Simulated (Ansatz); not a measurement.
Input and output for B (graphite type): DFT, PBE, PAW with Ansatz's default frozen-core files, scalar-relativistic (Ansatz 0.2.0). This run: shape and atoms relaxed at 0.4 of the base cell's volume.

The cell comes from a relaxation on PAW files under the same functional, begun from a prototype that needn't be the stable phase.

Command: `ansatz run input.yaml --threads 1 --pin off --max-ram 3072MiB --backend cpu --events-out ev --progress --plain --runs-dir out` It took 8.8 s on 1 thread of Arm Neoverse V1, on a shared host, peak memory 0.28 GiB.

```yaml
crystal:
  lattice:
    - [2.2057825683, 0.0, 0.0]
    - [-1.1028912842, 1.9102637394, 0.0]
    - [0.0, 0.0, 2.9789796512]
  atoms:
    - { symbol: B, position: [0.0, 0.0, 0.25] }
    - { symbol: B, position: [0.0, 0.0, 0.75] }
    - { symbol: B, position: [0.3333333333, 0.6666666667, 0.25] }
    - { symbol: B, position: [0.6666666667, 0.3333333333, 0.75] }
kpoints:
  mp_grid: { grid: [15, 15, 5] }
scf:
  occupations: { method: fermi_dirac, width: 0.05 }
hamiltonian:
  xc: pbe
  pseudopotentials: { kind: paw }
output:
  forces: true
  stress: true
  write_density: true
  write_potential: true
  elf: true
  volumetric_format: npy
relax:
  f_tol: 0.005
  max_steps: 30
  cell: { stress_tol: 0.75, fix: [volume] }
```

Output:

```
Engine: ansatz 0.2.0
Pseudopotentials: kind: paw
Pseudopotential: B, paw, valence charge 3, recommended cutoff 420 eV (normal), B.paw.azcp
Functional definition: PBE
  parameter kappa = 0.804
  parameter beta = 0.06672455060314922
  exchange = pbe_x(kappa = kappa, mu = beta*pi^2/3)
  correlation = pbe_c(beta = beta)
Crystal: 4 atoms, lattice volume = 12.552 Å³
Basis set: ecut = 420 eV, 237 PW (Γ), exchange–correlation on 30×30×40 points (8 copies of the dense FFT grid, shifted against one another)
Bands: 10, of which v1, the nominal top of the filled ones, is band 6 counted from 1 (5 counted from 0)
Symmetry: 24 space group operations
Space group: P63/mmc (ITA 194), of the structure as read, at distance tolerance 2.3e-5 Å
k-points: 81 of 1125
Non-local potential: B, projectors of the file, l = 0: 2, l = 1: 2, l = 2: 1
PAW form: soft (Blöchl's): semilocal exchange-correlation on the pseudo side does not see the compensation charge
PAW one-centre angular grid: B, 110 points (default); XC on 64 Gauss nodes
Initial density: superposition of atomic densities (neutral atoms: chi_scale 0, normalization atom), corrected by the library's trained network
Initial wavefunctions: pseudopotential atomic-orbital guess
Functional: x = pbe(κ = 0.804, μ = 0.2195149727645171), c = pbe(β = 0.06672455060314922)
SCF iter   1: F=—  HF=-596.743206 eV  |F-HF|=—  |Δ(HF+E_count)|=         —  Δρ=6.74e-2  dr2=3.47e-1  ethr=1.77e-3  ⟨swp⟩=6.1  Hψ=6032  notcnv=0
preconditioner: auto → none  [metal: Δε(μ)=0.103 eV  Ē_g=17.194 eV  σ=0.050 eV  W_gap=0.47  n_scr=2 (ndim 8)  ℏωp=36.3 eV  f_vac=0.000  D(μ)=0.60/eV (n_scr^D=2)  sad-step TF]
SCF iter   2: F=—  HF=-596.651559 eV  |F-HF|=—  |Δ(HF+E_count)|=   9.16e-2  Δρ=3.98e-2  dr2=1.24e-1  ethr=1.77e-3  ⟨swp⟩=1.9  Hψ=1667  notcnv=0  defer=8
SCF iter   3: F=—  HF=-596.601606 eV  |F-HF|=—  |Δ(HF+E_count)|=   5.00e-2  Δρ=1.50e-3  dr2=9.25e-5  ethr=1.04e-3  ⟨swp⟩=3.0  Hψ=1594  notcnv=0  defer=12
SCF iter   4: F=—  HF=-596.601648 eV  |F-HF|=—  |Δ(HF+E_count)|=   4.11e-5  Δρ=1.55e-4  dr2=1.36e-6  ethr=7.71e-7  ⟨swp⟩=2.7  Hψ=1415  notcnv=0  defer=12
iter 5 did not close the SCF: its close was put off for the readings that it lacked (scf_convergence_deferred on its scf_iter line)
SCF iter   5: F=-596.601647 eV  HF=-596.601647 eV  |F-HF|=7.97e-10  |Δ(HF+E_count)|=   3.48e-7  Δρ=1.48e-5  dr2=1.18e-8  ethr=1.13e-8  ⟨swp⟩=2.6  Hψ=1300  notcnv=0  defer=12
SCF iter   6: F=-596.601647 eV  HF=-596.601647 eV  |F-HF|=4.80e-11  |Δ(HF+E_count)|=   1.61e-9  Δρ=1.64e-6  dr2=7.12e-11  ethr=9.86e-11  ⟨swp⟩=4.9  Hψ=4151  notcnv=0
SCF 1 converged in 6 iterations: F = -596.601647 eV  dr2 = 7.12e-11
  greatest PAW one-centre occupation: 0.768 electrons in one spin orbital (limit 2), on the B atom at site 3 (counted from 0), in its partial waves of l = 0
relax step   1: F+E_penalty+E_count = -596.60164717 eV  Δ(F+E_penalty+E_count) = +0.000e0 eV  max|allowed force component| = 3.238e-16 eV/Å  Δτ_max = 0.0000 Å  P = +782.234 GPa  Ω = 12.552 Å³  fix = [volume]  reactions: volume +782.234 GPa  (6 SCF iters, accepted)
Initial density: handed on by an earlier stage of this run
Initial wavefunctions: those handed on with the density
iter 1 solved again at ethr=5.88e-4 eV; its pass at ethr=3.10e-3 eV (dr2=7.06e-2 eV) is discarded
SCF iter   1: F=—  HF=-598.628762 eV  |F-HF|=—  |Δ(HF+E_count)|=         —  Δρ=3.47e-2  dr2=7.15e-2  ethr=5.88e-4  ⟨swp⟩=1.0  Hψ=7349  notcnv=0
preconditioner: auto → none  [metal: Δε(μ)=0.054 eV  Ē_g=17.563 eV  σ=0.050 eV  W_gap=0.25  n_scr=2 (ndim 8)  ℏωp=36.3 eV  f_vac=0.000  D(μ)=0.65/eV (n_scr^D=2)]
SCF iter   2: F=—  HF=-598.605104 eV  |F-HF|=—  |Δ(HF+E_count)|=   2.37e-2  Δρ=1.41e-2  dr2=1.11e-2  ethr=5.88e-4  ⟨swp⟩=2.0  Hψ=1108  notcnv=0
SCF iter   3: F=—  HF=-598.600791 eV  |F-HF|=—  |Δ(HF+E_count)|=   4.31e-3  Δρ=4.95e-4  dr2=9.04e-6  ethr=9.23e-5  ⟨swp⟩=2.9  Hψ=1383  notcnv=0
SCF iter   4: F=—  HF=-598.600800 eV  |F-HF|=—  |Δ(HF+E_count)|=   9.81e-6  Δρ=1.00e-4  dr2=2.98e-7  ethr=7.53e-8  ⟨swp⟩=2.6  Hψ=1258  notcnv=0
iter 5 did not close the SCF: its close was put off for the readings that it lacked (scf_convergence_deferred on its scf_iter line)
SCF iter   5: F=-598.600801 eV  HF=-598.600801 eV  |F-HF|=1.21e-11  |Δ(HF+E_count)|=   1.32e-7  Δρ=5.39e-6  dr2=1.33e-9  ethr=2.48e-9  ⟨swp⟩=2.1  Hψ=1300  notcnv=0
SCF iter   6: F=-598.600801 eV  HF=-598.600801 eV  |F-HF|=2.16e-12  |Δ(HF+E_count)|=  1.33e-10  Δρ=3.80e-7  dr2=7.41e-12  ethr=1.11e-11  ⟨swp⟩=4.3  Hψ=3947  notcnv=0
SCF 2 converged in 6 iterations: F = -598.600801 eV  dr2 = 7.41e-12
  greatest PAW one-centre occupation: 0.758 electrons in one spin orbital (limit 2), on the B atom at site 1 (counted from 0), in its partial waves of l = 0
relax step   2: F+E_penalty+E_count = -598.60080053 eV  Δ(F+E_penalty+E_count) = -1.999e0 eV  max|allowed force component| = 1.411e-16 eV/Å  Δτ_max = 0.0000 Å  P = +738.435 GPa  Ω = 12.552 Å³  energy of the carried Pulay correction = -5.788e-4 eV  fix = [volume]  reactions: volume +738.435 GPa  (6 SCF iters, dr2 threshold 4.00e-7 eV, accepted)
iter 1 solved again at ethr=6.48e-4 eV; its pass at ethr=3.10e-3 eV (dr2=7.78e-2 eV) is discarded
SCF iter   1: F=—  HF=-599.666507 eV  |F-HF|=—  |Δ(HF+E_count)|=         —  Δρ=3.81e-2  dr2=7.86e-2  ethr=6.48e-4  ⟨swp⟩=1.0  Hψ=7395  notcnv=0
preconditioner: auto → none  [metal: Δε(μ)=0.039 eV  Ē_g=17.899 eV  σ=0.050 eV  W_gap=0.19  n_scr=2 (ndim 8)  ℏωp=36.3 eV  f_vac=0.000  D(μ)=0.53/eV (n_scr^D=2)]
SCF iter   2: F=—  HF=-599.643225 eV  |F-HF|=—  |Δ(HF+E_count)|=   2.33e-2  Δρ=1.65e-2  dr2=1.39e-2  ethr=6.48e-4  ⟨swp⟩=2.0  Hψ=1034  notcnv=0
SCF iter   3: F=—  HF=-599.638339 eV  |F-HF|=—  |Δ(HF+E_count)|=   4.89e-3  Δρ=4.22e-4  dr2=7.54e-6  ethr=1.16e-4  ⟨swp⟩=2.0  Hψ=1012  notcnv=0
SCF iter   4: F=—  HF=-599.638357 eV  |F-HF|=—  |Δ(HF+E_count)|=   1.80e-5  Δρ=8.94e-5  dr2=3.28e-7  ethr=6.29e-8  ⟨swp⟩=2.1  Hψ=1287  notcnv=0
iter 5 did not close the SCF: its close was put off for the readings that it lacked (scf_convergence_deferred on its scf_iter line)
SCF iter   5: F=-599.638357 eV  HF=-599.638357 eV  |F-HF|=1.92e-9  |Δ(HF+E_count)|=   6.94e-9  Δρ=1.08e-5  dr2=6.13e-9  ethr=2.73e-9  ⟨swp⟩=2.1  Hψ=1284  notcnv=0
SCF iter   6: F=-599.638357 eV  HF=-599.638357 eV  |F-HF|=2.34e-11  |Δ(HF+E_count)|=   1.26e-9  Δρ=1.72e-6  dr2=1.36e-10  ethr=5.11e-11  ⟨swp⟩=4.9  Hψ=4103  notcnv=0
SCF 3 converged in 6 iterations: F = -599.638357 eV  dr2 = 1.36e-10
  greatest PAW one-centre occupation: 0.748 electrons in one spin orbital (limit 2), on the B atom at site 1 (counted from 0), in its partial waves of l = 0
[... lines left out ...]
SCF iter   4: F=-599.786393 eV  HF=-599.786393 eV  |F-HF|=0.00e0  |Δ(HF+E_count)|=  9.09e-13  Δρ=2.34e-8  dr2=2.18e-14  ethr=1.00e-12  ⟨swp⟩=1.0  Hψ=813  notcnv=0
iter 5 did not close the SCF: its close was put off for the readings that it lacked (scf_convergence_deferred on its scf_iter line)
SCF iter   5: F=-599.786393 eV  HF=-599.786393 eV  |F-HF|=0.00e0  |Δ(HF+E_count)|=  2.27e-13  Δρ=1.06e-8  dr2=4.29e-15  ethr=1.00e-12  ⟨swp⟩=1.0  Hψ=812  notcnv=0
SCF iter   6: F=-599.786393 eV  HF=-599.786393 eV  |F-HF|=2.27e-13  |Δ(HF+E_count)|=  2.27e-13  Δρ=3.40e-9  dr2=3.68e-16  ethr=1.00e-12  ⟨swp⟩=3.1  Hψ=3230  notcnv=0
SCF 9 converged in 6 iterations: F = -599.786393 eV  dr2 = 3.68e-16
relax step   9: F+E_penalty+E_count = -599.78639258 eV  Δ(F+E_penalty+E_count) = -7.411e-6 eV  max|allowed force component| = 2.197e-16 eV/Å  Δτ_max = 0.0000 Å  P = +691.465 GPa  Ω = 12.552 Å³  fix = [volume]  reactions: volume +691.465 GPa  stress off target by 5.28e-3 GPa on what of the cell is left free  SCF on the basis re-selected at this cell (its energy is not comparable with the rows above)  (6 SCF iters)
basis re-selected at this cell: Δ(F+E_penalty+E_count) = -7.411e-6 eV, ΔP = -0.000 GPa vs the last step (what re-selecting the basis moved, of the pressure what is left beyond the Pulay correction that the steps carried, after the strain that the cell walked since its last selection, with what the two solves' SCF thresholds leave and, on support functions, any second-order correction that the steps lacked; it is no measure of the basis error at this ecutwfc). This SCF's stress stands 5.28e-3 GPa from its target on what of the cell is left free (relax.cell.stress_tol is 7.50e-1 GPa) and its largest allowed force component is 2.20e-16 eV/Å (relax.f_tol is 5.00e-3 eV/Å): within both
SCF converged after 6 iterations
Free energy (F): -599.786393 eV
Harris-Foulkes:  -599.786393 eV  (|F-HF|=2.27e-13)
Internal energy: -599.783122 eV  (E = F + TS)
E sigma→0 (E₀):  -599.784757 eV
Entropy (-TS):   -0.003271 eV (-0.818 meV/atom)
Fermi energy:    26.325783 eV
--- Per-component energies (eV) ---
  E_band       = 169.497932
  E_kinetic    = 294.583704
  E_local      = 0.133492  (includes V_loc(G=0)·N_el)
  E_nonlocal   = 63.506967
  E_hartree    = 6.388984
  E_xc         = -154.332637
  E_vxc        = -185.758113  (∫ρ·V_xc dr)
  E_paw        = -319.953353  (= ΣΔE_a)
  E_vpaw       = -15.746059  (= ΣTr[D̂ρ^β])
  E_aug_tail   = -0.000027  (compensation charges beyond the density's cutoff)
  E_ewald      = -490.110252
  E_smearing   = -0.003271  (= −TS)
  E_closure    = -0.000000  (closes the sum)
  Σ components = -599.786393   (vs F -599.786393, Δ=0.00e0)
--- Forces (eV/Å), atoms counted from 1 ---
  atom   1  B     -0.00000000     0.00000000     0.00000000
  atom   2  B      0.00000000    -0.00000000    -0.00000000
  atom   3  B      0.00000000     0.00000000    -0.00000000
  atom   4  B      0.00000000    -0.00000000     0.00000000
  max |Σ_I F_I| component: 1.48e-16 eV/Å
--- Stress (GPa, compression-positive) ---
      691.462656       0.000000      -0.000000
       -0.000000     691.462656      -0.000000
       -0.000000      -0.000000     691.470583
  P = ⅓ Tr σ = 691.4653 GPa (6914.653 kbar)
--- Band table (eV; the first three rows and the last of 81) ---
  k-point 0: bands = ["-0.3226", "9.7561", "19.7288", "19.7288", "23.0064", "24.1671", "24.1671", "34.7390", "37.5807", "37.5807"]
  k-point 1: bands = ["0.2434", "7.8522", "20.4339", "20.4339", "24.5075", "24.5075", "25.9095", "34.7404", "34.7404", "35.1624"]
  k-point 2: bands = ["1.9208", "4.6071", "22.3607", "22.3607", "24.3966", "24.3966", "31.5963", "32.3047", "32.3047", "34.3316"]
  k-point 80: bands = ["9.5148", "9.5148", "10.2265", "12.5712", "15.0862", "15.0862", "34.2710", "34.4829", "34.4829", "38.3292"]
--- Relaxed structure (7 steps of the walk, 7 accepted, 2 SCFs on fresh bases) ---
  F+E_penalty+E_count = -599.78639258 eV   max|allowed force component| = 2.197e-16 eV/Å   (the final SCF, on the basis selected at the relaxed cell)
  cell:  # Å, volume = 12.5523 Å³
    - [2.3478621457803612, 3.072693669271216e-11, 0.0]
    - [-1.173931072916791, 2.033308262814273, 0.0]
    - [0.0, 0.0, 2.6293460617487043]
  atoms:
    - { symbol: B, position: [-1.3882083943270292e-34, -1.3757743755856744e-34, 0.25] }
    - { symbol: B, position: [8.809438917713901e-35, 1.2707534308905417e-34, 0.7500000000000001] }
    - { symbol: B, position: [0.3333333333333333, 0.6666666666666667, 0.25] }
    - { symbol: B, position: [0.6666666666666667, 0.3333333333333333, 0.7500000000000001] }
```

Next run (volume at 0.4 of the series' base cell), as changes to the input before:

```diff
   lattice:
-    - [2.2057825683, 0.0, 0.0]
-    - [-1.1028912842, 1.9102637394, 0.0]
-    - [0.0, 0.0, 2.9789796512]
+    - [2.3478621458, 0.0, 0.0]
+    - [-1.1739310729, 2.0333082628, 0.0]
+    - [0.0, 0.0, 2.6293460618]
   atoms:
   mp_grid: { grid: [15, 15, 5] }
+  band_path:
+    path:
+      - [0.0, 0.0, 0.0]
+      - [0.5, 0.0, 0.0]
+      - [0.3333333333, 0.3333333333, 0.0]
+      - [0.0, 0.0, 0.0]
+      - [0.0, 0.0, 0.5]
+      - [0.5, 0.0, 0.5]
+      - [0.3333333333, 0.3333333333, 0.5]
+      - [0.0, 0.0, 0.5]
+      - [0.5, 0.0, 0.5]
+    npoints: 8
 scf:
   stress: true
-  write_density: true
-  write_potential: true
-  elf: true
-  volumetric_format: npy
-relax:
-  f_tol: 0.005
-  max_steps: 30
-  cell: { stress_tol: 0.75, fix: [volume] }
+  eigenvalues: true
+  populations: true
+  dos: { projected: true, de: 0.2, e_range: [-14, 8] }
```

Results part of the output:

```
SCF 1 converged in 6 iterations: F = -599.786393 eV  dr2 = 6.52e-11
  greatest PAW one-centre occupation: 0.750 electrons in one spin orbital (limit 2), on the B atom at site 1 (counted from 0), in its partial waves of l = 0
NSCF: frozen V_eff on 65 k-points
SCF converged after 6 iterations
Free energy (F): -599.786393 eV
Harris-Foulkes:  -599.786393 eV  (|F-HF|=1.21e-11)
Internal energy: -599.783121 eV  (E = F + TS)
E sigma→0 (E₀):  -599.784757 eV
Entropy (-TS):   -0.003271 eV (-0.818 meV/atom)
Fermi energy:    26.325782 eV
--- Per-component energies (eV) ---
  E_band       = 169.497940
  E_kinetic    = 294.583698
  E_local      = 0.133504  (includes V_loc(G=0)·N_el)
  E_nonlocal   = 63.506966
  E_hartree    = 6.388978
  E_xc         = -154.332637
  E_vxc        = -185.758113  (∫ρ·V_xc dr)
  E_paw        = -319.953352  (= ΣΔE_a)
  E_vpaw       = -15.746056  (= ΣTr[D̂ρ^β])
  E_aug_tail   = -0.000027  (compensation charges beyond the density's cutoff)
  E_ewald      = -490.110252
  E_smearing   = -0.003271  (= −TS)
  E_closure    = -0.000000  (closes the sum)
  Σ components = -599.786393   (vs F -599.786393, Δ=0.00e0)
--- Forces (eV/Å), atoms counted from 1 ---
  atom   1  B     -0.00000000    -0.00000000    -0.00000000
  atom   2  B     -0.00000000     0.00000000     0.00000000
  atom   3  B      0.00000000    -0.00000000    -0.00000000
  atom   4  B      0.00000000     0.00000000     0.00000000
  max |Σ_I F_I| component: 1.11e-16 eV/Å
--- Stress (GPa, compression-positive) ---
      691.462592       0.000000      -0.000000
        0.000000     691.462592      -0.000000
       -0.000000      -0.000000     691.470786
  P = ⅓ Tr σ = 691.4653 GPa (6914.653 kbar)
--- Band table (eV; the first three rows and the last of 81) ---
  k-point 0: bands = ["-0.3226", "9.7561", "19.7288", "19.7288", "23.0064", "24.1671", "24.1671", "34.7390", "37.5807", "37.5807"]
  k-point 1: bands = ["0.2434", "7.8522", "20.4339", "20.4339", "24.5075", "24.5075", "25.9095", "34.7404", "34.7404", "35.1624"]
  k-point 2: bands = ["1.9208", "4.6071", "22.3607", "22.3607", "24.3966", "24.3966", "31.5963", "32.3047", "32.3047", "34.3316"]
  k-point 80: bands = ["9.5148", "9.5148", "10.2265", "12.5712", "15.0862", "15.0862", "34.2710", "34.4829", "34.4829", "38.3292"]
--- Löwdin populations: 4 sites ---
  site symbol       q [e]
     0      B      3.2235
     1      B      3.2235
     2      B      2.7381
     3      B      2.7381
  spilling = 0.006407 (of n_electrons = 12.000000)
```

Next run (volume at 0.4 of the series' base cell, core large), as changes to the input before:

```diff
   mp_grid: { grid: [15, 15, 5] }
-  band_path:
-    path:
-      - [0.0, 0.0, 0.0]
-      - [0.5, 0.0, 0.0]
-      - [0.3333333333, 0.3333333333, 0.0]
-      - [0.0, 0.0, 0.0]
-      - [0.0, 0.0, 0.5]
-      - [0.5, 0.0, 0.5]
-      - [0.3333333333, 0.3333333333, 0.5]
-      - [0.0, 0.0, 0.5]
-      - [0.5, 0.0, 0.5]
-    npoints: 8
 scf:
   xc: pbe
-  pseudopotentials: { kind: paw }
+  pseudopotentials: { kind: paw, core: large }
 output:
   eigenvalues: true
-  populations: true
-  dos: { projected: true, de: 0.2, e_range: [-14, 8] }
+  write_density: true
+  write_potential: true
+  elf: true
+  volumetric_format: npy
```

Results part of the output:

```
SCF 1 converged in 6 iterations: F = -599.786393 eV  dr2 = 6.48e-11
  greatest PAW one-centre occupation: 0.750 electrons in one spin orbital (limit 2), on the B atom at site 1 (counted from 0), in its partial waves of l = 0
SCF converged after 6 iterations
Free energy (F): -599.786393 eV
Harris-Foulkes:  -599.786393 eV  (|F-HF|=1.21e-11)
Internal energy: -599.783121 eV  (E = F + TS)
E sigma→0 (E₀):  -599.784757 eV
Entropy (-TS):   -0.003271 eV (-0.818 meV/atom)
Fermi energy:    26.325782 eV
--- Per-component energies (eV) ---
  E_band       = 169.497940
  E_kinetic    = 294.583699
  E_local      = 0.133504  (includes V_loc(G=0)·N_el)
  E_nonlocal   = 63.506966
  E_hartree    = 6.388978
  E_xc         = -154.332637
  E_vxc        = -185.758113  (∫ρ·V_xc dr)
  E_paw        = -319.953352  (= ΣΔE_a)
  E_vpaw       = -15.746056  (= ΣTr[D̂ρ^β])
  E_aug_tail   = -0.000027  (compensation charges beyond the density's cutoff)
  E_ewald      = -490.110252
  E_smearing   = -0.003271  (= −TS)
  E_closure    = -0.000000  (closes the sum)
  Σ components = -599.786393   (vs F -599.786393, Δ=0.00e0)
--- Forces (eV/Å), atoms counted from 1 ---
  atom   1  B      0.00000000    -0.00000000    -0.00000000
  atom   2  B     -0.00000000     0.00000000     0.00000000
  atom   3  B      0.00000000    -0.00000000    -0.00000000
  atom   4  B      0.00000000     0.00000000     0.00000000
  max |Σ_I F_I| component: 1.11e-16 eV/Å
--- Stress (GPa, compression-positive) ---
      691.462605       0.000000      -0.000000
        0.000000     691.462605      -0.000000
       -0.000000      -0.000000     691.470777
  P = ⅓ Tr σ = 691.4653 GPa (6914.653 kbar)
--- Band table (eV; the first three rows and the last of 81) ---
  k-point 0: bands = ["-0.3226", "9.7561", "19.7288", "19.7288", "23.0064", "24.1671", "24.1671", "34.7390", "37.5807", "37.5807"]
  k-point 1: bands = ["0.2434", "7.8522", "20.4339", "20.4339", "24.5075", "24.5075", "25.9095", "34.7404", "34.7404", "35.1624"]
  k-point 2: bands = ["1.9208", "4.6071", "22.3607", "22.3607", "24.3966", "24.3966", "31.5963", "32.3047", "32.3047", "34.3316"]
  k-point 80: bands = ["9.5148", "9.5148", "10.2265", "12.5712", "15.0862", "15.0862", "34.2710", "34.4829", "34.4829", "38.3292"]
```
